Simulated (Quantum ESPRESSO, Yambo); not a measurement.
**BeTe (F-43m): G0W0 in Yambo against the bands**

How does the gap of BeTe (F-43m) converge in the bands?

Calculated with Yambo 5.3.0; PBE and many-body steps on it, plane waves.

## 1. The structure

It takes space group F-43m (No. 216, cubic). Conventional cell: a = 5.663 Å, b = 5.663 Å, c = 5.663 Å, α = 90.00°, β = 90.00°, γ = 90.00°. Nearest to Be lie 4 Te at 2.45 Å. Nearest to Te lie 4 Be at 2.45 Å. Farther neighbours and most contacts between anions are not listed.

As a file:

```cif
data_structure
_symmetry_space_group_name_H-M 'F-43m'
_symmetry_Int_Tables_number 216
_cell_length_a 5.6629
_cell_length_b 5.6629
_cell_length_c 5.6629
_cell_angle_alpha 90.000
_cell_angle_beta 90.000
_cell_angle_gamma 90.000
_cell_volume 181.60
loop_
_atom_site_label
_atom_site_type_symbol
_atom_site_symmetry_multiplicity
_atom_site_Wyckoff_symbol
_atom_site_fract_x
_atom_site_fract_y
_atom_site_fract_z
_atom_site_occupancy
Be1 Be 4 a 0.00000 0.00000 0.00000 1
Te1 Te 4 c 0.25000 0.25000 0.25000 1
```

The cell and positions are those that the Materials Project relaxed with its own functionals (PBE, PBE+U or r2SCAN), kept fixed. Spin-orbit coupling is left out unless a step names it.

## 2. 45 bands

This step: Yambo 5.3.0; G0W0 on PBE, plane waves, norm-conserving pseudopotentials.

Now the one-shot GW correction: screening in the RPA, then the self-energy of the levels asked for.

gw1.in

```
HF_and_locXC
gw0
dyson
ppa
em1d
rim_cut
RandQpts= 1000000
RandGvec= 1 RL
EXXRLvcs= 88 Ry
VXCRLvcs= 352 Ry
Chimod= "HARTREE"
% BndsRnXp
 1 | 45 |
%
NGsBlkXp= 15.5 Ry
% LongDrXp
 1 | 1 | 1 |
%
% GbndRnge
 1 | 45 |
%
DysSolver= "n"
ExtendOut
PPAPntXp= 27.21138 eV
% QPkrange
 1 | 1 | 13 | 16 |
 7 | 7 | 13 | 16 |
%
```

Run with:

```
> OMP_NUM_THREADS=1 mpirun -n 4 yambo -F gw1.in -J gw1 -C gw1 > gw1.log
```

Output:

```text
 Yambo, version 5.3.0

 [02] CORE Variables Setup
 =========================

  [... cell, symmetries and grids as in the set-up ...]

  [02.05] Energies & Occupations
  ==============================

  [X] === General ===
  [X] Electronic Temperature                        :  0.000000  0.000000 [eV K]
  [X] Bosonic    Temperature                        :  0.000000  0.000000 [eV K]
  [X] Finite Temperature mode                       : no
  [X] El. density                                   :  0.61673E+24 [cm-3]
  [X] Fermi Level                                   :  8.438418 [eV]

  [X] === Gaps and Widths ===
  [X] Conduction Band Min                           :  2.026900 [eV]
  [X] Valence Band Max                              :  0.000000 [eV]
  [X] Filled Bands                                  :  14
  [X] Empty Bands                                   :    15   549
  [X] Direct Gap                                    :  3.644779 [eV]
  [X] Direct Gap localized at k                     :  1
  [X] Indirect Gap                                  :  2.026900 [eV]
  [X] Indirect Gap between kpts                     :   1   7
  [X] Last valence band width                       :  3.120670 [eV]
  [X] 1st conduction band width                     :  3.269928 [eV]

 [03] Transferred momenta grid and indexing
 ==========================================

 IBZ Q-points                                      :   8
 BZ  Q-points                                      :   64

 K/Q-points units:
 rlu = crystal or reduced units; cc = cartesian coordinates; iku = interal k-units

 Q [1]          [rlu]:  0.000000  0.000000  0.000000
 Q [2]          [rlu]:  0.54651E-16  0.26895E-16  0.25000
 Q [3]          [rlu]: -0.10930E-15 -0.53790E-16 -0.50000
 Q [4]          [rlu]:  0.45585E-17  0.25000      0.25000
 Q [5]          [rlu]:  0.71568E-16  0.25000      0.50000
 Q [6]          [rlu]:  0.40755E-16  0.25000     -0.25000
 Q [7]          [rlu]: -0.91171E-17 -0.50000     -0.50000
 Q [8]          [rlu]:  0.250000 -0.500000 -0.250000

 [04] Coloumb potential Random Integration (RIM)
 ===============================================

  [04.01] RIM initialization
  ==========================

  * Diagonal components only detected *

  8 x (sBL volume)        :  0.101203 [a.u.]
  sBZ random points       :  1000000
  Points outside the sBZ  :   7968281
  RL volume               :  0.809622 [a.u.]
  Integrated volume       :  0.812845 [a.u.]

  [04.02] RIM integrals
  =====================

  Gamma point sphere radius             :  0.084531 [a.u.]
  Points outside the sphere             :   800476
  [Int_sBZ(q=0) 1/q^2]*(Vol_sBZ)^(-1/3) =:  7.776341
                                 should be <:  7.795600

  Summary of Coulomb integrals for non-metallic bands |Q|[au] RIM/Bare

  Q [1] 0.100000E-4 0.997530 * Q [2] 0.254239 1.068480
  Q [4] 0.293569 1.066792 * Q [6] 0.415170 1.029814
  Q [5] 0.486830 1.022655 * Q [3] 0.508477 1.020683
  Q [7] 0.587139 1.017590 * Q [8] 0.656441 1.014612

 [WARNING] [Xp] User bands 1-45 break level degeneracy

 [05] Dipoles
 ============

  [05.01] Setup: observables and procedures
  =========================================

 [06] Dynamic Dielectric Matrix (PPA)
 ====================================

 [WR./gw1//ndb.pp]---------------------------------------------------------------
  Brillouin Zone Q/K grids (IBZ/BZ)                :    8   64    8   64
  RL vectors                                       :   5209 [WF]
  Coulomb cutoff potential                         : none
  Electronic Temperature                           :  0.000000 [K]
  Bosonic    Temperature                           :  0.000000 [K]
  PPA    diel. fun.  energies                      : Perdew, Burke & Ernzerhof(X)+Perdew, Burke & Ernzerhof(C)
  wavefunctions                                    : Perdew, Burke & Ernzerhof(X)+Perdew, Burke & Ernzerhof(C)
  Global Gauge                                     : length
  X matrix size                                    :   339
  X band range                                     :    1   45
  X e/h energy range                               : -1.000000 -1.000000 [eV]
  X Time ordering                                  : R
  X Hxc Kernel                                     : HARTREE
  X Drude frequency                                :  0.000000  0.000000
  X poles                                          :  100.0000 [o/o]
  RL vectors in the sum                            :   5209
  [r,Vnl] included                                 : yes
  Field direction                                  :  0.577350E-5  0.577350E-5  0.577350E-5
  BZ energy Double Grid                            : no
  BZ energy DbGd points                            : 0
  BZ Q point size factor                           : -1.000000
  X Optical Averaged directions                    : none

 [07] Local Exchange-Correlation + Non-Local Fock
 ================================================

 [VXC] Plane waves :   34327
 [EXS] Plane waves :   4285

 QP @ state[ 1 ] K range:  1  1
 QP @ state[ 1 ] b range:  13  16
 QP @ state[ 2 ] K range:   7   7
 QP @ state[ 2 ] b range:  13  16

 [xc] Functional : Perdew, Burke & Ernzerhof(X)+Perdew, Burke & Ernzerhof(C)
 [xc] LIBXC used to calculate xc functional
  PP Number of Atomic Species                      :  2
  NLCC RL compoments                               :   34327
  PP Number of Atomic Species                      :  2
  NLCC RL compoments                               :   34327

 [xc] E_xc :  -22.86069 [Ha]
      E_xc :  -45.72138 [Ry]

  Local XC kind (lXC) : Perdew, Burke & Ernzerhof(X)+Perdew, Burke & Ernzerhof(C)
  Non-Local XC kind (nlXC) : Hartree-Fock

  Corrections @ K [1] :  [eV]
 <13|nlXC|13> = -15.11879 -0.19505E-17 <13|lXC|13> = -13.37049 -0.23606E-16
 <14|nlXC|14> = -15.11868 -0.53456E-17 <14|lXC|14> = -13.37049  0.18882E-15
 <15|nlXC|15> = -5.917808 -0.22010E-17 <15|lXC|15> = -10.43562  0.94414E-16
 <16|nlXC|16> = -5.917764  0.21845E-17 <16|lXC|16> = -10.43562 -0.18882E-15

  Corrections @ K [7] :  [eV]
 <13|nlXC|13> = -14.62236 -0.11660E-16 <13|lXC|13> = -11.87648  0.23409E-19
 <14|nlXC|14> = -14.62233  0.54921E-17 <14|lXC|14> = -11.87648  0.25333E-20
 <15|nlXC|15> = -5.120957 -0.21074E-17 <15|lXC|15> = -8.959032  0.10031E-15
 <16|nlXC|16> = -5.810336  0.63953E-18 <16|lXC|16> = -9.791950  0.94444E-16

 [08] Dyson equation: Newton solver
 ==================================

  [08.01] G0W0 (W PPA)
  ====================

  [  GW  ] Bands range     :    1   45
  [GW/PPA] G damping       :  0.100000 [eV]

  QP @ state[ 1 ] K range:  1  1
  QP @ state[ 1 ] b range:  13  16
  QP @ state[ 2 ] K range:   7   7
  QP @ state[ 2 ] b range:  13  16

   Sc/G bands                                       :    1   45
   Sc/G damping                                     :  0.100000 ev
   Sc bands terminator                              : no
   Sx RL components                                 :   4285

   QP @ state[ 1 ] K range                          :  1  1
   QP @ state[ 1 ] b range                          :  13  16
   QP @ state[ 2 ] K range                          :   7   7
   QP @ state[ 2 ] b range                          :  13  16
   GF energies kind                                 : Perdew, Burke & Ernzerhof(X)+Perdew, Burke & Ernzerhof(C)
   GF WF`s kind                                     : Perdew, Burke & Ernzerhof(X)+Perdew, Burke & Ernzerhof(C)
   Xs energies kind                                 : Perdew, Burke & Ernzerhof(X)+Perdew, Burke & Ernzerhof(C)
   Xs WF`s kind                                     : Perdew, Burke & Ernzerhof(X)+Perdew, Burke & Ernzerhof(C)

 [11] Game Over & Game summary
```

Elapsed: 43 s, on 4 MPI ranks of Arm Neoverse V2, shared host; peak memory 1.6 GiB.

Numbers from this step:

- G0W0 gap on the points computed: 2.636 eV
- starting gap on the mesh: 2.027 eV
- k of the valence top: 0, 0, 0
- k of the conduction bottom: 0, -0.5, -0.5
- least direct G0W0 gap on the computed points: 4.606 eV
- Z at the valence top: 0.8079
- Z at the conduction bottom: 0.8194

The gap on the mesh goes from 2.03 eV to 2.64 eV, a correction of +0.61 eV.

## 3. 80 bands

gw2.in, as its differences from gw1.in of step 2:

```diff
@@ -12,3 +12,3 @@
 % BndsRnXp
- 1 | 45 |
+ 1 | 80 |
 %
@@ -19,3 +19,3 @@
 % GbndRnge
- 1 | 45 |
+ 1 | 80 |
 %
```

Run with:

```
> OMP_NUM_THREADS=1 mpirun -n 4 yambo -F gw2.in -J gw2 -C gw2 > gw2.log
```

Output:

```text
 Yambo, version 5.3.0

 [02] CORE Variables Setup
 =========================

  [... cell, symmetries and grids as in the set-up ...]

  [02.05] Energies & Occupations
  ==============================

  [X] === General ===
  [X] Electronic Temperature                        :  0.000000  0.000000 [eV K]
  [X] Bosonic    Temperature                        :  0.000000  0.000000 [eV K]
  [X] Finite Temperature mode                       : no
  [X] El. density                                   :  0.61673E+24 [cm-3]
  [X] Fermi Level                                   :  8.438418 [eV]

  [X] === Gaps and Widths ===
  [X] Conduction Band Min                           :  2.026900 [eV]
  [X] Valence Band Max                              :  0.000000 [eV]
  [X] Filled Bands                                  :  14
  [X] Empty Bands                                   :    15   549
  [X] Direct Gap                                    :  3.644779 [eV]
  [X] Direct Gap localized at k                     :  1
  [X] Indirect Gap                                  :  2.026900 [eV]
  [X] Indirect Gap between kpts                     :   1   7
  [X] Last valence band width                       :  3.120670 [eV]
  [X] 1st conduction band width                     :  3.269928 [eV]

 [03] Transferred momenta grid and indexing
 ==========================================

 IBZ Q-points                                      :   8
 BZ  Q-points                                      :   64

 K/Q-points units:
 rlu = crystal or reduced units; cc = cartesian coordinates; iku = interal k-units

 Q [1]          [rlu]:  0.000000  0.000000  0.000000
 Q [2]          [rlu]:  0.54651E-16  0.26895E-16  0.25000
 Q [3]          [rlu]: -0.10930E-15 -0.53790E-16 -0.50000
[...]
NLCC RL compoments                               :   34327
  PP Number of Atomic Species                      :  2
  NLCC RL compoments                               :   34327

 [xc] E_xc :  -22.86069 [Ha]
      E_xc :  -45.72138 [Ry]

  Local XC kind (lXC) : Perdew, Burke & Ernzerhof(X)+Perdew, Burke & Ernzerhof(C)
  Non-Local XC kind (nlXC) : Hartree-Fock

  Corrections @ K [1] :  [eV]
 <13|nlXC|13> = -15.11879 -0.19505E-17 <13|lXC|13> = -13.37049 -0.23606E-16
 <14|nlXC|14> = -15.11868 -0.53456E-17 <14|lXC|14> = -13.37049  0.18882E-15
 <15|nlXC|15> = -5.917808 -0.22010E-17 <15|lXC|15> = -10.43562  0.94414E-16
[...]
Corrections @ K [7] :  [eV]
[...]
<15|nlXC|15> = -5.120957 -0.21074E-17 <15|lXC|15> = -8.959032  0.10031E-15
 <16|nlXC|16> = -5.810336  0.63953E-18 <16|lXC|16> = -9.791950  0.94444E-16

 [08] Dyson equation: Newton solver
 ==================================

  [08.01] G0W0 (W PPA)
  ====================

  [  GW  ] Bands range     :    1   80
  [GW/PPA] G damping       :  0.100000 [eV]

  QP @ state[ 1 ] K range:  1  1
  QP @ state[ 1 ] b range:  13  16
  QP @ state[ 2 ] K range:   7   7
  QP @ state[ 2 ] b range:  13  16

   Sc/G bands                                       :    1   80
   Sc/G damping                                     :  0.100000 ev
   Sc bands terminator                              : no
   Sx RL components                                 :   4285

   QP @ state[ 1 ] K range                          :  1  1
   QP @ state[ 1 ] b range                          :  13  16
   QP @ state[ 2 ] K range                          :   7   7
   QP @ state[ 2 ] b range                          :  13  16
   GF energies kind                                 : Perdew, Burke & Ernzerhof(X)+Perdew, Burke & Ernzerhof(C)
   GF WF`s kind                                     : Perdew, Burke & Ernzerhof(X)+Perdew, Burke & Ernzerhof(C)
   Xs energies kind                                 : Perdew, Burke & Ernzerhof(X)+Perdew, Burke & Ernzerhof(C)
   Xs WF`s kind                                     : Perdew, Burke & Ernzerhof(X)+Perdew, Burke & Ernzerhof(C)

 [11] Game Over & Game summary
```

Elapsed: 75 s, on 4 MPI ranks; peak memory 1.6 GiB; 4.9 min of CPU time.

Numbers from this step:

```
G0W0 gap on the points computed              : 2.732 eV
starting gap on the mesh                     : 2.027 eV
k of the valence top                         : 0, 0, 0
k of the conduction bottom                   : 0, -0.5, -0.5
least direct G0W0 gap on the computed points : 4.636 eV
Z at the valence top                         : 0.8063
Z at the conduction bottom                   : 0.8179
```

Against the run before, the gap moves by +0.096 eV.

## 4. 149 bands

gw3.in, as its differences from gw2.in of step 3:

```diff
@@ -12,3 +12,3 @@
 % BndsRnXp
- 1 | 80 |
+ 1 | 149 |
 %
@@ -19,3 +19,3 @@
 % GbndRnge
- 1 | 80 |
+ 1 | 149 |
 %
```

Run with:

```
> OMP_NUM_THREADS=1 mpirun -n 4 yambo -F gw3.in -J gw3 -C gw3 > gw3.log
```

Output:

```text
 Yambo, version 5.3.0

 [02] CORE Variables Setup
 =========================

  [... cell, symmetries and grids as in the set-up ...]

  [02.05] Energies & Occupations
  ==============================

  [X] === General ===
  [X] Electronic Temperature                        :  0.000000  0.000000 [eV K]
  [X] Bosonic    Temperature                        :  0.000000  0.000000 [eV K]
  [X] Finite Temperature mode                       : no
  [X] El. density                                   :  0.61673E+24 [cm-3]
[...]
QP @ state[ 1 ] b range                          :  13  16
   QP @ state[ 2 ] K range                          :   7   7
   QP @ state[ 2 ] b range                          :  13  16
   GF energies kind                                 : Perdew, Burke & Ernzerhof(X)+Perdew, Burke & Ernzerhof(C)
   GF WF`s kind                                     : Perdew, Burke & Ernzerhof(X)+Perdew, Burke & Ernzerhof(C)
   Xs energies kind                                 : Perdew, Burke & Ernzerhof(X)+Perdew, Burke & Ernzerhof(C)
   Xs WF`s kind                                     : Perdew, Burke & Ernzerhof(X)+Perdew, Burke & Ernzerhof(C)

 [11] Game Over & Game summary
```

It took 2.3 min on 4 MPI ranks; peak memory 1.7 GiB; 9.3 min of CPU time.

Numbers from this step:

| Quantity | Value |
| --- | --- |
| G0W0 gap on the points computed | 2.844 eV |
| starting gap on the mesh | 2.027 eV |
| k of the valence top | 0, 0, 0 |
| k of the conduction bottom | 0, -0.5, -0.5 |
| least direct G0W0 gap on the computed points | 4.709 eV |

Against the run before, the gap moves by +0.112 eV.

[end of part 1 of 2]

[Paths, hosts, dates, memory and timing lines, banners, echoed tables and standing remarks are left out of the program output.]

[Logs are printed without paths, hosts, clocks, repeated set-up lines and the standing remarks that a program may print on its own settings, such as how far it seeks lower states.]

[Runs of the session that timed out or met a known fault of the program may be left out.]

[Hosts, paths, dates, database ids (printed as entryN), source tags and the programs' standing remarks are cut or masked in the printed files.]
